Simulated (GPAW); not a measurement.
Ge:

```
CELL_PARAMETERS angstrom
0.00000 2.82891 2.82891
2.82891 0.00000 2.82891
2.82891 2.82891 0.00000
ATOMIC_POSITIONS crystal
Ge 0.75000 0.75000 0.75000
Ge 0.50000 0.50000 0.50000
```

Program: GPAW 26.7.0. Alike in all runs: cell as given; smearing fermi-dirac 0.05 eV.

Task: Order these runs on this cell by their pressure, lowest first.
A. level PBEsol; potentials or basis PAW data sets generated in the run's folder for this functional, pw; spin off; k mesh 8 × 8 × 8; cutoff (eV) 600; maxiter 150
B. level RPBE; potentials or basis the program's PAW data sets (release 1.2.1) made for this functional, pw; spin SOC, no magnetisation; k mesh 8 × 8 × 8; cutoff (eV) 600; maxiter 150; band path GXWKGLUWLK,UX; band points 80; spin axis theta (degrees) 90
C. level PBE; potentials or basis GPAW PAW data sets (gpaw-data 1.2.1), pw; spin off; k mesh 7 × 7 × 7; cutoff (eV) 450; maxiter 120; convergence default

Result: A (0.9 GPa), C (3.9 GPa), B (5.7 GPa).

Caveats: the cutoff is short for stress and forces, so pressures can be off by a GPa or more (some runs); spin-orbit coupling was added after a scalar SCF, so levels and gaps hold it while energy, forces, pressure and moments don't (some runs).
